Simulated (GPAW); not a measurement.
## TePb: equation of state with LDA

TePb:

```xyz
2
Lattice="4.0023 0.0000 0.0000 0.0000 4.0023 0.0000 0.0000 0.0000 4.0023" Properties=species:S:1:pos:R:3 pbc="T T T"
Pb    0.0000    0.0000    0.0000
Te    2.0011    2.0011    2.0011
```

Measurements of this composition are mostly on another form, of space group No. 225.

| Quantity | Value |
| --- | --- |
| Program | GPAW 26.7.0 |
| Task | equation of state |
| Functional | LDA |
| Potentials or basis | the program's PAW data sets (release 1.2.1) made for this functional, other valence |
| Cutoff | 600 eV |
| Basis | pw |
| k mesh | 6 × 6 × 6 |
| Occupations | fermi-dirac, width 0.05 eV |
| Spin | no spin polarisation |
| Maxiter | 150 |
| Eos scales | [0.94, 0.96, 0.98, 1.0, 1.02, 1.04, 1.06] |
| Data set | Te 16 |

```
Equilibrium volume : 28.64 Å³/atom (rough: see the caveat)
Bulk modulus       : 52 GPa (rough)
```

Energy against volume, from the lowest point:
| volume (Å³/atom) | energy (meV/atom) |
| --- | --- |
| 30.132 | 0.00 |
| 30.773 | 11.28 |
| 31.414 | 25.67 |
| 32.055 | 43.09 |
| 32.696 | 62.89 |
| 33.337 | 84.92 |
| 33.978 | 109.09 |

It took 120 s on 1 thread of Arm Neoverse V1 (shared host), peak memory 0.25 GiB.

Caveat: the minimum lies outside the volumes run. The run has no spin-orbit coupling, so splittings on Pb, Te are missing.
